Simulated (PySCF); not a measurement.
Bonds (- single, = double, # triple, : aromatic): C1-C2, C2-C3, C2-C4, C2-O5. C1 carries H6, H7, H8; C3 carries H9, H10, H11; C4 carries H12, H13, H14; O5 carries H15.

GIAO shifts from PySCF 2.14.0 with density-fitted response routines on PBE0-D3(BJ)/def2-SVP geometries (one conformer, non-relativistic, equivalent nuclei averaged), against TMS at the same level and in the same medium; PCM means IEF-PCM chloroform.

Measured (solution, not stated per compound (mostly CDCl3 or CCl4); Pretsch, Buehlmann, Badertscher, Structure Determination of Organic Compounds, 4th ed. (2009)): C2 68.9, C1/C3/C4 31.2, H6/H7/H8/H9/H10/H11/H12/H13/H14 1.26 ppm.

Which unscaled values do PBE0/pcSseg-1, gas; PBE0/pcSseg-1, PCM; WP04/pcSseg-1, PCM; wB97X-D/pcSseg-1, PCM give, and how close are they?

Answers


```
                          atoms  measured  PBE0/pcSseg-1, gas  PBE0/pcSseg-1, PCM  WP04/pcSseg-1, PCM  wB97X-D/pcSseg-1, PCM
                             C2      68.9                66.8                67.9                73.1                   67.7
                       C1/C3/C4      31.2                32.6                32.6                32.1                   33.0
H6/H7/H8/H9/H10/H11/H12/H13/H14      1.26                1.16                1.19                1.16                   1.19
```

Mean absolute error for ¹³C: PBE0/pcSseg-1, gas 1.8, PBE0/pcSseg-1, PCM 1.2, WP04/pcSseg-1, PCM 2.5, wB97X-D/pcSseg-1, PCM 1.5 ppm.

Mean absolute error for ¹H: PBE0/pcSseg-1, gas 0.10, PBE0/pcSseg-1, PCM 0.07, WP04/pcSseg-1, PCM 0.10, wB97X-D/pcSseg-1, PCM 0.07 ppm.
